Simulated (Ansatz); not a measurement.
Zn in several cubic structure types, each at its own equilibrium volume.

Method: PBE, plane waves, PAW datasets (generated soft set 1) in Ansatz 0.2.0 development build.

Settings: cutoff 420 eV; no spin polarisation; Fermi–Dirac smearing of 0.0612 eV; k-meshes 49³ (bcc), 48³ (fcc), 41³ (simple cubic).

(1) Rank the structures by energy per atom, lowest first.
A. simple cubic
B. fcc
C. bcc

(2) Give the equilibrium volume and bulk modulus of each.

## Answers

(1) B (0.0 meV/atom), C (62 meV/atom), A (203 meV/atom).

(2) 
```json
{"structure": "bcc", "V₀ (Å³/atom)": "15.38", "B₀ (GPa)": "64"}
{"structure": "fcc", "V₀ (Å³/atom)": "15.16", "B₀ (GPa)": "69"}
{"structure": "simple cubic", "V₀ (Å³/atom)": "18.19", "B₀ (GPa)": "48"}
```

Only these cubic types are compared here; the real ground state can be another structure or magnetic.

Model structures, not the usual forms at ambient conditions (metastable or hypothetical): Zn (bcc type), Zn (fcc type), Zn (simple cubic type).
